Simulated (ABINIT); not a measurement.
Crystal: Te2Mo.

```
Te Mo
1.0
     3.51820    0.00000    0.00000
    -1.75910    3.04685    0.00000
     0.00000    0.00000   13.97360
Te Mo
4 2
Direct
  0.66667 0.33333 0.37900
  0.33333 0.66667 0.87900
  0.66667 0.33333 0.12100
  0.33333 0.66667 0.62100
  0.66667 0.33333 0.75000
  0.33333 0.66667 0.25000
```

Base run:

* Program: ABINIT 10.8.3 (patched build)
* Functional: PBE
* Potentials or basis: JTH PAW PBE v2.0
* Cutoff: 408 eV
* k mesh: 7 × 7 × 2
* Occupations: fermi-dirac, width 0.05 eV
* Spin: no spin polarisation

Its results: band gap on the k mesh 0.80 eV, indirect (least direct gap 1.25 eV); pressure 3.8 GPa; largest force 0.300 eV/Å.

Task: After a change of settings the same cell gave: band gap on the k mesh 0.78 eV, indirect (least direct gap 1.25 eV); pressure -0.1 GPa; largest force 0.058 eV/Å. Which change was it?
A. functional from PBE to PBEsol
B. k mesh from 7 × 7 × 2 to 9 × 9 × 2
C. functional from PBE to LDA; potentials or basis from JTH PAW PBE v2.0 to JTH PAW LDA v2.0

Result: A.

PBEsol binds more tightly than PBE, so the same cell stands under less pressure.

Caveats: spin-orbit coupling is left out, which moves the levels of the heavy elements; an odd mesh through Γ misses points on the zone boundary, where band edges often lie; this functional lacks dispersion, which binds the layers, so the pressure and a relaxed spacing across them are unreliable; the PAW data sets were made with another functional, which shifts forces and pressure a little (some runs).

Not every run made on this cell is shown here.
